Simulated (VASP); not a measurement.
A run of VASP 6.6.1 is set up as follows.

The input INCAR:

```
SYSTEM = ScAl4
PREC = Accurate
ENCUT = 520
EDIFF = 1E-6
ISMEAR = 0
SIGMA = 0.1
LREAL = .False.
LASPH = .True.
NELM = 80
ALGO = Normal
ISIF = 2
LWAVE = .False.
LCHARG = .False.
GGA = PE
NBANDS = 20
```

The input KPOINTS:

```
regular mesh
0
Gamma
  4 4 4
  0 0 0
```

The input POSCAR:

```
ScAl4
1.0
    4.2591538600      0.0000000000      0.0000000000
    0.0000000000      4.2591538600      0.0000000000
    0.0000000000      0.0000000000      4.2591538600
Sc Al
1 4
Direct
    0.5000000000      0.5000000000      0.5000000000
    0.0000000000      0.0000000000      0.0000000000
    0.0000000000      0.5000000000      0.5000000000
    0.5000000000      0.0000000000      0.5000000000
    0.5000000000      0.5000000000      0.0000000000
```

Potentials or basis: VASP PAW PBE potentials, release 64 (Sc_sv, Al).

The run is started by

```bash
$ cat potpaw_PBE.64/Sc_sv/POTCAR potpaw_PBE.64/Al/POTCAR > POTCAR
$ mpirun -np 1 vasp_std > vasp.out
```

Question: Predict the band gap on the k mesh.

Answer: None (metal or under the smearing width).

Question: Predict the pressure.

Answer: 41.5 GPa.

Caveat: the k mesh is coarse (spacing up to 0.37 Å⁻¹), so the values aren't converged; a pressure of tens of GPa on the cell as given is suspect, and the run, the potentials or the cell itself is likely at fault.
